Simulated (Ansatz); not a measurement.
## Sb under changes of volume

One of the cells (31.554 Å³/atom); the others are scaled copies at fixed shape and fractional positions:

```
Sb
1.0
     3.16000    0.00000    0.00000
     0.00000    3.16000    0.00000
     0.00000    0.00000    3.16000
Sb
1
Cartesian
  0.0000 0.0000 0.0000
```

This isn't the form of Sb at room conditions, which is rhombohedral.

- Program: Ansatz 0.2.0
- Functional: r2SCAN
- Potentials or basis: Ansatz PAW
- Cutoff: 500 eV (not typed: the program's choice for these potentials)
- k mesh: 8 × 8 × 8
- Occupations: fermi-dirac, width 0.05 eV
- Spin: no spin polarisation

| volume (Å³/atom) | energy over the lowest point (meV/atom) | pressure (GPa) |
| --- | --- | --- |
| 29.661 | 0.00 | 0.0 |
| 30.292 | 2.30 | -1.2 |
| 30.923 | 9.32 | -2.3 |
| 31.554 | 20.49 | -3.3 |
| 32.186 | 35.34 | -4.2 |
| 32.817 | 53.44 | -5.0 |
| 33.448 | ? | ? |

**Question.** What does the run at 33.448 Å³/atom give?

**Answer.** Energy over the lowest point 74.40 meV/atom; pressure -5.7 GPa.

Worked out: A Birch-Murnaghan fit of order 3 (a polynomial in V^(-2/3)) to the other rows has its minimum at 29.69 Å³/atom with B0 = V·E''(V) = 63 GPa and B' = 4.8. It gives 74.39 meV/atom at 33.448 Å³/atom, against the run's 74.40, and -dE/dV = -5.7 GPa, against -5.7.

Energies are extrapolated to zero smearing.

Caveats: the PAW data sets come from PBE, with cores solved anew for the run's functional, which leaves a small shift of forces and pressure.
